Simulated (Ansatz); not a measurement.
# GaN (P6_3mc) in Ansatz: a series of runs, part 2 of 2

Ansatz 0.2.0. Earlier steps stand in the parts before.

### 3 Single point, LDA

input.yaml reads:

```yaml
crystal:
  lattice:
    - [3.18, 0.0, 0.0]
    - [-1.59, 2.753960784, 0.0]
    - [0.0, 0.0, 5.166]
  atoms:
    - { symbol: Ga, position: [0.6666666667, 0.3333333333, 0.5] }
    - { symbol: Ga, position: [0.3333333333, 0.6666666667, 0.0] }
    - { symbol: "N", position: [0.6666666667, 0.3333333333, 0.875] }
    - { symbol: "N", position: [0.3333333333, 0.6666666667, 0.375] }
hamiltonian:
  xc: lda
  pseudopotentials: { kind: paw }
kpoints:
  mp_grid: { grid: [10, 10, 5] }
scf:
  occupations: { method: gaussian, width: 0.1 }
output:
  forces: true
  stress: true
  eigenvalues: true
```

Potentials or basis: Ansatz PAW.

On the command line:

```console
> ansatz run input.yaml --threads 2 --pin off --max-ram 5632MiB --backend cpu --events-out ev --progress --plain --runs-dir out
```

Wall time 4 s (2 threads of Intel Xeon at 2.50GHz (Skylake/Cascade Lake), shared host); peak memory 0.36 GiB.

The run converged. Its results:

```yaml
Free_energy: -8164.1729 eV
Pressure: -4.5 GPa
Largest_force: 0.126 eV/Å
Band_gap_on_the_k_mesh: 1.97 eV, direct
```

Forces on the atoms (eV/Å):
```
Ga   0.000  0.000 -0.126
Ga   0.000  0.000 -0.126
N    0.000  0.000  0.126
N    0.000  0.000  0.126
```

Stress tensor (GPa, compression positive):
```
-5.17  0.00  0.00
 0.00 -5.17  0.00
 0.00  0.00 -3.04
```

Levels at points of the mesh, in eV from the valence-band top:
| k point | band 15 | band 16 | band 17 | band 18 | band 19 | band 20 | band 21 | band 22 |
| --- | --- | --- | --- | --- | --- | --- | --- | --- |
| (0.00, 0.00, 0.00) | -1.07 | -0.06 | 0.00 | 0.00 | 1.97 | 4.20 | 9.10 | 9.74 |
| (0.00, -0.50, 0.00) | -4.33 | -2.81 | -2.30 | -1.00 | 4.92 | 5.53 | 5.94 | 8.52 |

Caveat: odd divisions of the mesh miss points on the zone boundary, where band edges often lie, so the gap on the mesh can be too wide; the pressure holds a Pulay correction of +0.6 GPa for the finite cutoff; the PAW data sets come from PBE, with cores solved anew for the run's functional, which leaves a small shift of forces and pressure.

### 4 Single point, PBE

input.yaml, as its differences from that of step 3:

```diff
@@ -11,3 +11,3 @@
 hamiltonian:
-  xc: lda
+  xc: pbe
   pseudopotentials: { kind: paw }
```

On the command line:

```console
> ansatz run input.yaml --threads 2 --pin off --max-ram 5632MiB --backend cpu --events-out ev --progress --plain --runs-dir out
```

It took 2.9 s on 2 threads of Intel Xeon at 2.50GHz (Skylake/Cascade Lake), shared host; peak memory 0.38 GiB.

Results (log left out):

```
Free energy            : -8335.7963 eV
Pressure               : 7.3 GPa
Largest force          : 0.137 eV/Å
Band gap on the k mesh : 1.96 eV, direct
```

Forces in eV/Å, atoms in the order of the input:
```
Ga   0.000  0.000 -0.137
Ga   0.000  0.000 -0.137
N    0.000  0.000  0.137
N    0.000  0.000  0.137
```

Stress tensor (GPa, compression positive):
```
6.58 0.00 0.00
0.00 6.58 0.00
0.00 0.00 8.73
```

Levels at points of the mesh, in eV from the valence-band top:
```tsv
k point	band 15	band 16	band 17	band 18	band 19	band 20	band 21	band 22
(0.00, 0.00, 0.00)	-1.06	-0.06	0.00	0.00	1.96	4.30	9.25	9.93
(0.00, -0.50, 0.00)	-4.27	-2.78	-2.26	-0.99	5.08	5.61	6.08	8.67
```

Caveat: odd divisions of the mesh miss points on the zone boundary, where band edges often lie, so the gap on the mesh can be too wide; the pressure holds a Pulay correction of +0.5 GPa for the finite cutoff.

### 5 Relaxation of cell and atoms, RPBE+D3(BJ)

input.yaml, as its differences from that of step 4:

```diff
@@ -11,4 +11,5 @@
 hamiltonian:
-  xc: pbe
+  xc: rpbe
   pseudopotentials: { kind: paw }
+  dispersion: d3bj
 kpoints:
@@ -16,3 +17,3 @@
 scf:
-  occupations: { method: gaussian, width: 0.1 }
+  occupations: { method: fermi_dirac, width: 0.05 }
 output:
@@ -20,2 +21,5 @@
   stress: true
-  eigenvalues: true
+relax:
+  f_tol: 0.01
+  max_steps: 40
+  cell: { stress_tol: 0.05 }
```

On the command line:

```console
> ansatz run input.yaml --threads 2 --pin off --max-ram 5632MiB --backend cpu --events-out ev --progress --plain --runs-dir out
```

It took 30 s on 2 threads of Intel Xeon at 2.50GHz (Skylake/Cascade Lake), shared host; peak memory 0.4 GiB.

Results (log left out):

```yaml
Free_energy: -8354.4481 eV
Relaxed_volume: 10.84 Å³/atom
Relaxed_cell: a = 3.134 Å, b = 3.134 Å, c = 5.096 Å, α = 90.00°, β = 90.00°, γ = 120.00°
Space_group_after_relaxing_to_0.05_Å: P6_3mc (No. 186)
Energy_gained_by_relaxing: 13.1 meV/atom
Ionic_steps: 8
Pressure_after_relaxing: 0.0 GPa
Band_gap_on_the_k_mesh: 2.30 eV
```

The path:
```csv
step,energy change (eV),largest force (eV/Å),volume (Å³)
1,0.0000,0.1528,45.24
2,-0.0463,0.1029,44.10
3,-0.0571,0.0237,43.31
4,-0.0571,0.0096,43.35
5,-0.0571,0.0016,43.38
6,-0.0524,0.0016,43.38
7,-0.0525,0.0001,43.35
8,-0.0524,0.0001,43.35
```

Final structure:
```cif
data_structure
_symmetry_space_group_name_H-M 'P 1'
_symmetry_Int_Tables_number 1
_cell_length_a 3.1339
_cell_length_b 3.1339
_cell_length_c 5.0963
_cell_angle_alpha 90.000
_cell_angle_beta 90.000
_cell_angle_gamma 120.000
_cell_volume 43.35
loop_
_atom_site_label
_atom_site_type_symbol
_atom_site_fract_x
_atom_site_fract_y
_atom_site_fract_z
_atom_site_occupancy
Ga1 Ga 0.66667 0.33333 0.49899 1
Ga2 Ga 0.33333 0.66667 0.99899 1
N1 N 0.66667 0.33333 0.87601 1
N2 N 0.33333 0.66667 0.37601 1
```

Caveat: odd divisions of the mesh miss points on the zone boundary, where band edges often lie, so the gap on the mesh can be too wide; the plane-wave basis is chosen anew once the cell has moved, so the energies of steps on either side of that aren't comparable; the pressure holds a Pulay correction of +0.5 GPa for the finite cutoff; the PAW data sets come from PBE, with cores solved anew for the run's functional, which leaves a small shift of forces and pressure. A hybrid or GW would open this gap; RPBE tends to underestimate it.

### 6 Relaxation of cell and atoms, RPBE+D4

input.yaml, as its differences from that of step 5:

```diff
@@ -13,3 +13,3 @@
   pseudopotentials: { kind: paw }
-  dispersion: d3bj
+  dispersion: d4
 kpoints:
@@ -21,2 +21,6 @@
   stress: true
+  write_density: true
+  write_potential: true
+  elf: true
+  volumetric_format: npy
 relax:
```

Potentials or basis: Ansatz PAW.

On the command line:

```console
> ansatz run input.yaml --threads 2 --pin off --max-ram 5632MiB --backend cpu --events-out ev --progress --plain --runs-dir out
```

It took 24 s on 2 threads of Intel Xeon at 2.50GHz (Skylake/Cascade Lake), shared host; peak memory 0.4 GiB.

Results (log left out):

```
Free energy                            : -8353.0827 eV
Relaxed volume                         : 11.24 Å³/atom
Relaxed cell                           : a = 3.170 Å, b = 3.170 Å, c = 5.168 Å, α = 90.00°, β = 90.00°, γ = 120.00°
Space group after relaxing (to 0.05 Å) : P6_3mc (No. 186)
Energy gained by relaxing              : 0.6 meV/atom
Ionic steps                            : 5
Pressure after relaxing                : 0.0 GPa
Band gap on the k mesh                 : 2.05 eV, direct
```

The path:
```
step  energy change (eV)  largest force (eV/Å)  volume (Å³)
   1              0.0000                0.1305        45.24
   2             -0.0022                0.0906        45.09
   3             -0.0033                0.0324        44.96
   4             -0.0033                0.0010        44.98
   5             -0.0026                0.0011        44.98
```

Final structure:
```cif
data_structure
_symmetry_space_group_name_H-M 'P 1'
_symmetry_Int_Tables_number 1
_cell_length_a 3.1701
_cell_length_b 3.1701
_cell_length_c 5.1676
_cell_angle_alpha 90.000
_cell_angle_beta 90.000
_cell_angle_gamma 120.000
_cell_volume 44.98
loop_
_atom_site_label
_atom_site_type_symbol
_atom_site_fract_x
_atom_site_fract_y
_atom_site_fract_z
_atom_site_occupancy
Ga1 Ga 0.66667 0.33333 0.49933 1
Ga2 Ga 0.33333 0.66667 0.99933 1
N1 N 0.66667 0.33333 0.87567 1
N2 N 0.33333 0.66667 0.37567 1
```

Levels at points of the mesh, in eV from the valence-band top:
| k point | band 15 | band 16 | band 17 | band 18 | band 19 | band 20 | band 21 | band 22 |
| --- | --- | --- | --- | --- | --- | --- | --- | --- |
| (0.00, 0.00, 0.00) | -1.05 | -0.05 | 0.00 | 0.00 | 2.05 | 4.43 | 9.37 | 10.07 |
| (0.00, -0.50, 0.00) | -4.25 | -2.78 | -2.24 | -1.01 | 5.21 | 5.70 | 6.16 | 8.80 |

Caveat: odd divisions of the mesh miss points on the zone boundary, where band edges often lie, so the gap on the mesh can be too wide; the plane-wave basis is chosen anew once the cell has moved, so the energies of steps on either side of that aren't comparable; the pressure holds a Pulay correction of +0.5 GPa for the finite cutoff; the PAW data sets come from PBE, with cores solved anew for the run's functional, which leaves a small shift of forces and pressure.

### 7 Summary

| task | level | cell | smearing | gap on the mesh (eV) | pressure (GPa) | relaxed volume (Å³/atom) | largest force (eV/Å) |
| --- | --- | --- | --- | --- | --- | --- | --- |
| relaxation of cell and atoms | LDA | relaxed | fermi-dirac 0.05 eV | 2.13 | 0.0 | 11.05 | - |
| single point | LDA | as given | gaussian 0.1 eV | 1.97 | -4.5 | - | 0.13 |
| single point | PBE | as given | gaussian 0.1 eV | 1.96 | 7.3 | - | 0.14 |
| relaxation of cell and atoms | RPBE+D3(BJ) | relaxed | fermi-dirac 0.05 eV | 2.30 | 0.0 | 10.84 | - |
| relaxation of cell and atoms | RPBE+D4 | relaxed | fermi-dirac 0.05 eV | 2.05 | 0.0 | 11.24 | - |

Alike in all rows: potentials or basis Ansatz PAW; no spin polarisation; k mesh 10 × 10 × 5; cutoff (eV) 420.

Caveats: odd divisions of the mesh miss points on the zone boundary, where band edges often lie, so the gap on the mesh can be too wide; the PAW data sets come from PBE, with cores solved anew for the run's functional, which leaves a small shift of forces and pressure (some runs); the plane-wave basis is chosen anew once the cell has moved, so the energies of steps on either side of that aren't comparable (some runs).

Absolute energies hang on the potentials; compare differences alone.

### 8 Comparison with measurements

Step 3. Measured gap of GaN: 3.503 eV (direct; quoted in “Studying electronic properties in GaN without electrical contacts using γ-γ vs e−-γ Perturbed Angular Correlations”, 2019, pmc:6823545). This calculation gives 1.97 eV (-1.53 eV). Spin-orbit coupling on Ga is left out. The value is that of LDA, without temperature or zero-point motion. Semilocal functionals fall short of measured gaps as a rule.

Step 4. Against the measured gap of GaN, 3.503 eV (direct; quoted in “Studying electronic properties in GaN without electrical contacts using γ-γ vs e−-γ Perturbed Angular Correlations”, 2019, pmc:6823545), the calculated 1.96 eV is off by -1.54 eV. Spin-orbit coupling on Ga is left out. The value is that of PBE, without temperature or zero-point motion. Semilocal functionals fall short of measured gaps as a rule.
